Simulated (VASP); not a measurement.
HfC:

```
Hf C
1.0
     0.00000    2.32500    2.32500
     2.32500    0.00000    2.32500
     2.32500    2.32500    0.00000
Hf C
1 1
Direct
  0.50000 0.50000 0.50000
  0.00000 0.00000 0.00000
```

- Program: VASP 6.6.1
- Task: relaxation of cell and atoms
- Functional: BLYP
- Potentials or basis: VASP PAW PBE potentials, release 64 (Hf_pv, C)
- Cutoff: 600 eV
- k mesh: 10 × 10 × 10
- Occupations: fermi-dirac, width 0.05 eV
- Spin: no spin polarisation

At the start: pressure 7.5 GPa; volume 12.57 Å³/atom.

**Question.** How do energy, volume and symmetry change on relaxing?

**Answer.** Over 3 steps the energy falls by 9.3 meV/atom and the volume is 12.98 Å³/atom (+3.3 %); space group Fm-3m (No. 225, to 0.05 Å).

Step by step:
| step | energy change (eV) | largest force (eV/Å) | pressure (GPa) | volume (Å³) |
| --- | --- | --- | --- | --- |
| 1 | 0.0000 | 0.0000 | 7.54 | 25.14 |
| 2 | 0.0299 | 0.0000 | -10.57 | 27.35 |
| 3 | -0.0185 | 0.0000 | -0.11 | 25.96 |

Final structure:
```xyz
2
Lattice="0.0000 2.3501 2.3501 2.3501 0.0000 2.3501 2.3501 2.3501 0.0000" Properties=species:S:1:pos:R:3 pbc="T T T"
Hf    2.3501    2.3501    2.3501
C     0.0000    0.0000    0.0000
```

Caveat: the PAW data sets were made with another functional, which shifts forces and pressure a little.
